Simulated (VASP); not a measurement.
# PtS2 (R-3m) in VASP: a series of runs

One crystal, PtS2, is run at these levels: r2SCAN, PBE; tasks: single point.

Program: VASP 6.6.1. These are calculated values, not measurements. Logs are shortened: lines on timing, memory, paths and dates and some standing lists are left out, and cuts for length are marked.

## 1. The cell of the first run

The structure is trigonal, space group R-3m (No. 166). Conventional cell: a = 3.529 Å, b = 3.529 Å, c = 16.930 Å, α = 90.00°, β = 90.00°, γ = 120.00°. Around Pt (site symmetry -3m) lie 6 S at 2.39 Å. S (site symmetry 3m) has 3 Pt at 2.39 Å as nearest neighbours.

The cell was built by a generator and needn't be a form met in nature.

## 2. Single point, r2SCAN (uniaxial_z strain +2.2%)

The input, POSCAR:

```
PtS2
1.0
    1.7644429029      1.0187015850      5.6434486228
   -1.7644429029      1.0187015850      5.6434486228
    0.0000000000     -2.0374031699      5.6434486228
Pt S
1 2
Direct
    0.0000000000      0.0000000000      0.0000000000
    0.2597638672      0.2597638672      0.2597638672
    0.7402361328      0.7402361328      0.7402361328
```

The input, INCAR.step1:

```
  PREC = Accurate
  ENCUT = 520
  ISMEAR = 0
  SIGMA = 0.01
  LREAL = F
  LASPH = T
  NELM = 80
  NBANDS = 18
  GGA = PE
  ALGO = Normal
  EDIFF = 1E-4
  LWAVE = T
  LCHARG = F
```

The input, INCAR.step2:

```
  PREC = Accurate
  ENCUT = 520
  EDIFF = 1E-6
  ISMEAR = 0
  SIGMA = 0.01
  LREAL = F
  LASPH = T
  NELM = 80
  ALGO = Normal
  ISIF = 2
  LWAVE = F
  LCHARG = F
  METAGGA = R2SCAN
  LMIXTAU = T
  NBANDS = 18
  ISTART = 1
```

The input, KPOINTS:

```
regular mesh
0
Gamma
  8 8 8
```

Potentials or basis: VASP PAW PBE potentials, release 64 (Pt, S).

Command:

```console
$ cat potpaw_PBE.64/Pt/POTCAR potpaw_PBE.64/S/POTCAR > POTCAR
$ cp INCAR.step1 INCAR
$ mpirun -np 1 vasp_std > vasp.out
$ cp INCAR.step2 INCAR
$ mpirun -np 1 vasp_std > vasp.out
```

OUTCAR:

```text
PREC = Accurate
   ENCUT = 520
   EDIFF = 1E-6
   ISMEAR = 0
   LREAL = F
   LASPH = T
   NELM = 80
   ISIF = 2
   METAGGA = R2SCAN
   ISTART = 1

 ion  position               nearest neighbor table
   1  0.000  0.000  0.000-   3 2.39   3 2.39   2 2.39   2 2.39   3 2.39   2 2.39
   2  0.260  0.260  0.260-   1 2.39   1 2.39   1 2.39
   3  0.740  0.740  0.740-   1 2.39   1 2.39   1 2.39

  LATTYP: Found a trigonal (rhomboedric) cell.
 ALAT       =     5.9999603361
 COS(alpha) =     0.8270388934

  Lattice vectors:

 A1 = (   1.7644429029,   1.0187015850,   5.6434486228)
 A2 = (  -1.7644429029,   1.0187015850,   5.6434486228)
 A3 = (   0.0000000000,  -2.0374031699,   5.6434486228)

Analysis of symmetry for initial positions (statically):
=====================================================================
 Subroutine PRICEL returns:
 Original cell was already a primitive cell.

 Routine SETGRP: Setting up the symmetry group for a
 trigonal (rhombohedral) supercell.

 Subroutine GETGRP returns: Found 12 space group operations
 (whereof 12 operations were pure point group operations)
 out of a pool of 12 trial point group operations.

The static configuration has the point symmetry D_3d.

Analysis of symmetry for dynamics (positions and initial velocities):
=====================================================================
 Subroutine PRICEL returns:
 Original cell was already a primitive cell.

 Routine SETGRP: Setting up the symmetry group for a
 trigonal (rhombohedral) supercell.

 Subroutine GETGRP returns: Found 12 space group operations
 (whereof 12 operations were pure point group operations)
 out of a pool of 12 trial point group operations.

The dynamic configuration has the point symmetry D_3d.

 Subroutine INISYM returns: Found 12 space group operations
 (whereof 12 operations are pure point group operations),
 and found     1 'primitive' translations

----------------------------------------------------------------------------------------

                                     Primitive cell

  volume of cell :      60.8626

  direct lattice vectors                    reciprocal lattice vectors
     1.764442903  1.018701585  5.643448623     0.283375562  0.163606957  0.059065539
    -1.764442903  1.018701585  5.643448623    -0.283375562  0.163606957  0.059065539
     0.000000000 -2.037403170  5.643448623     0.000000000 -0.327213915  0.059065539

  length of vectors
     5.999960336  5.999960336  5.999960336     0.332502156  0.332502156  0.332502156

  position of ions in fractional coordinates (direct lattice)
     0.000000000  0.000000000  0.000000000
     0.259763867  0.259763867  0.259763867
     0.740236133  0.740236133  0.740236133

  ion indices of the primitive-cell ions
   primitive index   ion index
                 1           1
                 2           2
                 3           3

----------------------------------------------------------------------------------------

 KPOINTS: regular mesh

Automatic generation of k-mesh.
 Grid dimensions read from file:
 generate k-points for:    8    8    8

 Generating k-lattice:

  Cartesian coordinates                     Fractional coordinates (reciprocal lattice)
     0.035421945  0.020450870  0.007383192     0.125000000  0.000000000  0.000000000
    -0.035421945  0.020450870  0.007383192     0.000000000  0.125000000  0.000000000
     0.000000000 -0.040901739  0.007383192     0.000000000  0.000000000  0.125000000

  Length of vectors
     0.041562769  0.041562769  0.041562769

  Shift w.r.t. Gamma in fractional coordinates (k-lattice)
     0.000000000  0.000000000  0.000000000

 Subroutine IBZKPT returns following result:
 ===========================================

 Found     65 irreducible k-points:

 Following reciprocal coordinates:
            Coordinates               Weight
  0.000000  0.000000  0.000000      1.000000
  0.125000  0.000000  0.000000      6.000000
  0.250000  0.000000  0.000000      6.000000
  0.375000  0.000000  0.000000      6.000000
  0.500000  0.000000  0.000000      3.000000
  0.125000  0.125000  0.000000      6.000000
[... 16 lines left out ...]
  0.250000  0.125000  0.125000      6.000000
  0.375000  0.125000  0.125000      6.000000
 [... further k-points ...]
   k-points           NKPTS =     65   k-points in BZ     NKDIM =     65   number of bands    NBANDS=     18
   number of dos      NEDOS =    301   number of ions     NIONS =      3
   total plane-waves  NPLWV = 110592
   dimension x,y,z NGX =    48 NGY =   48 NGZ =   48
   dimension x,y,z NGXF=    96 NGYF=   96 NGZF=   96
   ions per type =               1   2
   NGX,Y,Z   is equivalent  to a cutoff of  13.30, 13.30, 13.30 a.u.
   NGXF,Y,Z  is equivalent  to a cutoff of  26.60, 26.60, 26.60 a.u.
 SYSTEM =  unknown system
   PREC   = accura    normal or accurate (medium, high low for compatibility)
   ISTART =      1    job   : 0-new  1-cont  2-samecut
   ICHARG =      0    charge: 1-file 2-atom 10-const
   ISPIN  =      1    spin polarized calculation?
   LNONCOLLINEAR =      F non collinear calculations
   LSORBIT =      F    spin-orbit coupling
   LASPH  =      T    aspherical Exc in radial PAW
   ENCUT  =  520.0 eV  38.22 Ry    6.18 a.u.  11.16 11.16 11.16*2*pi/ulx,y,z
   NELM   =     80;   NELMIN=  2; NELMDL=  0     # of ELM steps
   EDIFF  = 0.1E-05   stopping-criterion for ELM
   LREAL  =      F    real-space projection
   EDIFFG = 0.1E-04   stopping-criterion for IOM
   NSW    =      0    number of steps for IOM
   IBRION =     -1    ionic relax: 0-MD 1-quasi-New 2-CG
   NFREE  =      0    steps in history (QN), initial steepest desc. (CG)
   ISIF   =      2    stress and relaxation
   ISYM   =      2    0-nonsym 1-usesym 2-fastsym
   POTIM  = 0.5000    time-step for ionic-motion
   TEBEG  =    0.0;   TEEND  =   0.0 temperature during run
   PSTRESS=    0.0 pullay stress
   NELECT =      22.0000    total number of electrons
   NUPDOWN=      -1.0000    fix difference up-down
   EMIN   =  10.00;   EMAX   =-10.00  energy-range for DOS
   EFERMI =   0.00;   METHOD = LEGACY
   ISMEAR =     0;   SIGMA  =   0.01  broadening in eV -4-tet -1-fermi 0-gaus
   EFERMI_NEDOS =   21; number of points for ismear=-14 and -15
   IALGO  =     38    algorithm
   IMIX   =      4    mixing-type and parameters
     AMIX     =   0.40;   BMIX     =  1.00
     AMIX_MAG =   1.60;   BMIX_MAG =  1.00
  volume/ion in A,a.u.               =      20.29       136.91
  Fermi-wavevector in a.u.,A,eV,Ry     =   1.166180  2.203761 18.503594  1.359976
  Thomas-Fermi vector in A             =   2.302696
   LORBIT       =      0    0 simple, 1 ext, 2 COOP (PROOUT), +10 PAW based schemes
   METAGGA = R2SCAN    functional components
   LHFCALC =     F    Hartree Fock is set to
   AEXX    =    0.0000 exact exchange contribution
   IVDW    =     0    specifies the selected vdW correction
   LEPSILON=     F    determine dielectric tensor
   LRPA    =     F    only Hartree local field effects (RPA)
 non-spin polarized calculation
 Gauss-broadening in eV      SIGMA  =   0.01
  energy-cutoff  :      520.00
  volume of cell :       60.86
 maximum number of plane-waves:      1671
 NGX is ok and might be reduce to    48
   NGX = 23   NGY = 23   NGZ = 23

 number of electron      22.0000000 magnetization

 Free energy of the ion-electron system (eV)
  ---------------------------------------------------
  ext. energy  EPLUGINS =         0.00000000
  ---------------------------------------------------
  free energy    TOTEN  =       -68.86566812 eV

  energy without entropy =      -68.86566812  energy(sigma->0) =      -68.86566812

 E-fermi :   4.8860     XC(G=0): -10.6138

 val. band max:        4.7598873572   @ k =   0.2500   0.1250   0.1250
 cond. band min:       6.0970842633   @ k =  -0.2500   0.2500   0.0000
 fundamental gap:      1.3371969061
 Fermi energy:         4.8860221751

 k-point     1 :       0.0000    0.0000    0.0000
  band No.  band energies     occupation
      1     -10.3669      2.00000
      2      -7.8452      2.00000
      3      -1.5393      2.00000
      4      -1.3812      2.00000
      5      -1.3812      2.00000
      6       1.3439      2.00000
[... 10 lines left out ...]
     17      13.6645      0.00000
     18      16.5599      0.00000

 k-point     2 :       0.1250    0.0000    0.0000
  band No.  band energies     occupation
      1     -10.1599      2.00000
      2      -7.9109      2.00000
      3      -1.3901      2.00000
      4      -1.2567      2.00000
      5      -1.2484      2.00000
      6       1.0402      2.00000
[... 10 lines left out ...]
     17      14.3357      0.00000
     18      16.1921      0.00000

 k-point     3 :       0.2500    0.0000    0.0000
  band No.  band energies     occupation
      1      -9.6016      2.00000
      2      -8.0598      2.00000
      3      -1.2778      2.00000
      4      -0.9893      2.00000
      5      -0.5874      2.00000
      6       0.0867      2.00000
[... 10 lines left out ...]
     17      15.2045      0.00000
     18      15.6836      0.00000

 k-point     4 :       0.3750    0.0000    0.0000
  band No.  band energies     occupation
      1      -8.9376      2.00000
      2      -8.1720      2.00000
      3      -1.6775      2.00000
      4      -0.8389      2.00000
      5      -0.4116      2.00000
      6       0.3234      2.00000
[... 10 lines left out ...]
     17      15.4231      0.00000
     18      15.9589      0.00000

 k-point     5 :       0.5000    0.0000    0.0000
  band No.  band energies     occupation
      1      -8.6564      2.00000
      2      -8.1560      2.00000
      3      -2.1698      2.00000
      4      -0.8251      2.00000
      5      -0.1197      2.00000
      6       0.5873      2.00000
[... 10 lines left out ...]
     17      15.7333      0.00000
     18      15.8235      0.00000

 k-point     6 :       0.1250    0.1250    0.0000
  band No.  band energies     occupation
      1     -10.1529      2.00000
      2      -7.9265      2.00000
      3      -1.3425      2.00000
      4      -1.2651      2.00000
      5      -1.2571      2.00000
      6       1.0308      2.00000
[... 10 lines left out ...]
     17      14.4290      0.00000
     18      16.1772      0.00000

 k-point     7 :       0.2500    0.1250    0.0000
  band No.  band energies     occupation
      1      -9.7614      2.00000
      2      -8.0425      2.00000
      3      -1.2526      2.00000
      4      -1.0818      2.00000
      5      -0.8132      2.00000
      6       0.6645      2.00000
[... 10 lines left out ...]
     17      15.2701      0.00000
     18      15.6061      0.00000

 k-point     8 :       0.3750    0.1250    0.0000
  band No.  band energies     occupation
      1      -9.1255      2.00000
      2      -8.1742      2.00000
      3      -1.2415      2.00000
      4      -1.0211      2.00000
      5      -0.2453      2.00000
      6       0.0293      2.00000
[... 10 lines left out ...]
     17      14.9670      0.00000
     18      15.3226      0.00000
[... 229 lines left out ...]
     17      14.2902      0.00000
     18      15.3415      0.00000

 k-point    20 :      -0.3750    0.3750    0.0000
  band No.  band energies     occupation
      1      -8.3407      2.00000
      2      -8.2703      2.00000
      3      -1.6425      2.00000
      4      -0.9443      2.00000
      5      -0.4942      2.00000
      6       0.5387      2.00000
[... 10 lines left out ...]
     17      14.5059      0.00000
     18      16.2441      0.00000

 k-point    21 :       0.5000    0.5000    0.0000
  band No.  band energies     occupation
      1      -8.5828      2.00000
      2      -8.2219      2.00000
      3      -2.3485      2.00000
      4      -0.7826      2.00000
      5       0.1915      2.00000
      6       0.3171      2.00000
[... 10 lines left out ...]
     17      14.3835      0.00000
     18      14.6624      0.00000

 k-point    22 :       0.1250    0.1250    0.1250
  band No.  band energies     occupation
      1     -10.3472      2.00000
      2      -7.8939      2.00000
      3      -1.4379      2.00000
      4      -1.3792      2.00000
      5      -1.3792      2.00000
      6       1.3444      2.00000
[... 10 lines left out ...]
     17      13.7155      0.00000
     18      16.2037      0.00000

 k-point    23 :       0.2500    0.1250    0.1250
  band No.  band energies     occupation
      1     -10.1289      2.00000
      2      -7.9778      2.00000
      3      -1.4325      2.00000
      4      -1.2518      2.00000
      5      -1.0701      2.00000
      6       1.0445      2.00000
[... 10 lines left out ...]
     17      14.3340      0.00000
     18      15.7065      0.00000

 k-point    24 :       0.3750    0.1250    0.1250
  band No.  band energies     occupation
      1      -9.5654      2.00000
      2      -8.1152      2.00000
      3      -1.3874      2.00000
      4      -0.9814      2.00000
      5      -0.3882      2.00000
      6       0.0775      2.00000
[... 10 lines left out ...]
     17      14.9823      0.00000
     18      15.6781      0.00000

 [... further k-points ...]

------------------------ aborting loop because EDIFF is reached ----------------------------------------

  FORCE on cell =-STRESS in cart. coord.  units (eV):
  Direction    XX          YY          ZZ          XY          YZ          ZX
  --------------------------------------------------------------------------------------
  -------------------------------------------------------------------------------------
  Total        0.3090945      0.3090945      0.1329451      0.0000000      0.0000000      0.0000000
  in kB        8.1367577      8.1367577      3.4997130      0.0000000      0.0000000      0.0000000
  external PRESSURE =       6.5910761 kB  Pullay stress =       0.0000000 kB

 VOLUME and BASIS-vectors are now :
 -----------------------------------------------------------------------------
  energy-cutoff  :      520.00
  volume of cell :       60.86
      direct lattice vectors                 reciprocal lattice vectors
     1.764442903  1.018701585  5.643448623     0.283375562  0.163606957  0.059065539
    -1.764442903  1.018701585  5.643448623    -0.283375562  0.163606957  0.059065539
     0.000000000 -2.037403170  5.643448623     0.000000000 -0.327213915  0.059065539

 POSITION                                       TOTAL-FORCE (eV/Angst)
 -----------------------------------------------------------------------------------
      0.00000      0.00000      0.00000         0.000000      0.000000     -0.000000
      0.00000      0.00000      4.39789         0.000000      0.000000      0.044531
      0.00000      0.00000     12.53245         0.000000     -0.000000     -0.044531
 -----------------------------------------------------------------------------------
    total drift:                                0.000000      0.000000      0.000000

  FREE ENERGIE OF THE ION-ELECTRON SYSTEM (eV)
  ---------------------------------------------------
  free  energy   TOTEN  =       -68.8656681165 eV

  energy  without entropy=      -68.8656681165  energy(sigma->0) =      -68.86566812
```

Run time: 7.1 min. Hardware: 1 thread of Intel Xeon Platinum 8488C (Sapphire Rapids), shared host; peak memory 0.39 GiB.

What came out:

- Free energy: -68.8657 eV
- Pressure: 0.7 GPa
- Largest force: 0.045 eV/Å
- Band gap on the k mesh: 1.34 eV, indirect (least direct gap 1.49 eV)

Forces in eV/Å, atoms in the order of the input:
```
Pt   0.000  0.000  0.000
S    0.000  0.000  0.045
S    0.000  0.000 -0.045
```

Levels at points of the mesh, in eV from the valence-band top:
```tsv
k point	band 9	band 10	band 11	band 12	band 13	band 14
(0.00, 0.00, 0.00)	-0.55	-0.55	-0.12	3.03	3.03	6.10
(0.50, 0.00, 0.00)	-2.31	-2.12	-2.11	2.45	2.67	6.38
(0.50, 0.50, 0.00)	-2.47	-2.18	-1.64	3.04	3.12	4.88
(0.50, 0.50, 0.50)	-0.92	-0.67	-0.67	3.15	3.15	6.39
```

Caveat: the PAW data sets were made with another functional, which shifts forces and pressure a little; spin-orbit coupling is left out, which moves the levels of the heavy elements. A k mesh can miss the band edges.

(Part 1 of 2 ends here.)
